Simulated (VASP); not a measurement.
Runs of VASP 6.6.1 on CdSe. The structure is cubic, space group Pm-3m (No. 221). The conventional cell has a = 3.552 Å, b = 3.552 Å, c = 3.552 Å, α = 90.00°, β = 90.00°, γ = 90.00°. Cd (site symmetry m-3m) has 8 Se at 3.08 Å as nearest neighbours. Se (site symmetry m-3m) has 8 Cd at 3.08 Å as nearest neighbours. Measurements of this composition are mostly on another form, of space group No. 186.

```tsv
cell	k mesh	smearing	gap on the mesh (eV)	pressure (GPa)
Pm-3m, 22.42 Å³/atom	6 × 6 × 6	gaussian 0.05 eV	none	0.4
Pm-3m, 22.41 Å³/atom	12 × 12 × 12	fermi-dirac 0.15 eV	none	0.6
Pm-3m, 21.07 Å³/atom	12 × 12 × 12	gaussian 0.15 eV	none	(a)
Pm-3m, 21.07 Å³/atom	12 × 12 × 12	fermi-dirac 0.15 eV	none	5.0
```

Alike in all rows: task single point; level PBE; potentials or basis VASP PAW PBE potentials, release 64 (Cd, Se); no spin polarisation; cutoff (eV) 520.

**Question.** Fill in the values left out.

**Answer.** (a) 4.9.

A k mesh can miss the band edges, and the runs leave out spin-orbit coupling on Cd, Se.

A gap of «none» marks a metal or a gap under the smearing width.
